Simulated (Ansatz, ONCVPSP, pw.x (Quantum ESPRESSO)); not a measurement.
pw.x on fcc W: one setting changed

Potential: optimised norm-conserving Vanderbilt (ONCV), ONCVPSP 4.0.1.1 (patched build), PBE; core [Kr] 4d10 4f14, reference 5s2 5p6 5d4 6s1 6p1; waves: 5s+6s: rc 2.00 bohr, ncon 4, nbas 7, qcut 7.8 1/bohr, 2 projectors; 5p+6p: rc 2.45 bohr, ncon 4, nbas 9, qcut 5.5 1/bohr, 2 projectors; 5d: rc 2.15 bohr, ncon 5, nbas 10, qcut 6.2 1/bohr, 1 projector; local part: polynomial inside 1.50 bohr (lpopt 5, dvloc0 0 Ha); core correction: Teter function, fcfact 4, rcfact 1.25.

The reference run (k-mesh 14³, cutoffs 50/200 Ry, Fermi–Dirac 0.01 Ry, mixing_beta 0.4, conv_thr 1e-9, no spin) gives -2.56 GPa at 16.478 Å³/atom, where all-electron LAPW gives -0.06 GPa. This run, with its own iteration cap, changes startingwfc to atomic.

```
&control
  calculation='scf', prefix='x', pseudo_dir='./', outdir='./tmp', tstress=.true., disk_io='none'
/
&system
  ibrav=0, nat=1, ntyp=1, ecutwfc=50, ecutrho=200, nbnd=15,
  occupations='smearing', smearing='fd', degauss=0.01
/
&electrons
  conv_thr=1e-09, mixing_beta=0.4, electron_maxstep=50, startingwfc='atomic'
/
ATOMIC_SPECIES
W 1.0 W.UPF
CELL_PARAMETERS angstrom
  0.00000000 2.01972156 2.01972156
  2.01972156 0.00000000 2.01972156
  2.01972156 2.01972156 0.00000000
ATOMIC_POSITIONS crystal
W 0.0000 0.0000 0.0000
K_POINTS automatic
14 14 14 0 0 0
```

```bash
pw.x < W.scf.in > W.scf.out
```

Problem. How does the run end?

Solution. It converges in 7 iterations; the free energy moves by +0.0 meV/atom and the pressure by +0.00 GPa. The result is that of the reference run.

```
Message from routine setup:
     using ibrav=0 with symmetry is DISCOURAGED, use correct ibrav instead
     lattice parameter (alat)  =       5.3977  a.u.
     unit-cell volume          =     111.1991 (a.u.)^3
     number of electrons       =        14.00
     number of Kohn-Sham states=           15
     kinetic-energy cutoff     =      50.0000  Ry
     charge density cutoff     =     200.0000  Ry
     scf convergence threshold =      1.0E-09
     Exchange-correlation= PBE
     number of k points=   104  Fermi-Dirac smearing, width (Ry)=  0.0100
     iteration #  1     ecut=    50.00 Ry     beta= 0.40
     total energy              =    -145.72705877 Ry
     estimated scf accuracy    <       0.08098088 Ry
     iteration #  2     ecut=    50.00 Ry     beta= 0.40
     total energy              =    -145.72849293 Ry
     estimated scf accuracy    <       0.01054283 Ry
     iteration #  3     ecut=    50.00 Ry     beta= 0.40
     total energy              =    -145.72993043 Ry
     estimated scf accuracy    <       0.00048702 Ry
     iteration #  4     ecut=    50.00 Ry     beta= 0.40
     total energy              =    -145.72995973 Ry
     estimated scf accuracy    <       0.00001357 Ry
     iteration #  5     ecut=    50.00 Ry     beta= 0.40
     total energy              =    -145.72996339 Ry
     estimated scf accuracy    <       0.00000041 Ry
     iteration #  6     ecut=    50.00 Ry     beta= 0.40
     total energy              =    -145.72996344 Ry
     estimated scf accuracy    <          3.3E-09 Ry
     iteration #  7     ecut=    50.00 Ry     beta= 0.40
     the Fermi energy is    21.0088 ev
!    total energy              =    -145.72996344 Ry
     estimated scf accuracy    <          5.5E-10 Ry
     smearing contrib. (-TS)   =      -0.00527434 Ry
     The total energy is F=E-TS. E is the sum of the following terms:
     one-electron contribution =     -19.44099776 Ry
     hartree contribution      =      17.10581613 Ry
     xc contribution           =     -25.66632801 Ry
     ewald contribution        =    -117.72317946 Ry
     convergence has been achieved in   7 iterations
          total   stress  (Ry/bohr**3)                   (kbar)     P=      -25.61
     Message from routine punch:
     Nothing written, as per user request (disk_io='none')
```

The run took about 17 s on one core of a shared host (Neoverse-N1, 64 threads, 124 GiB, load 57).
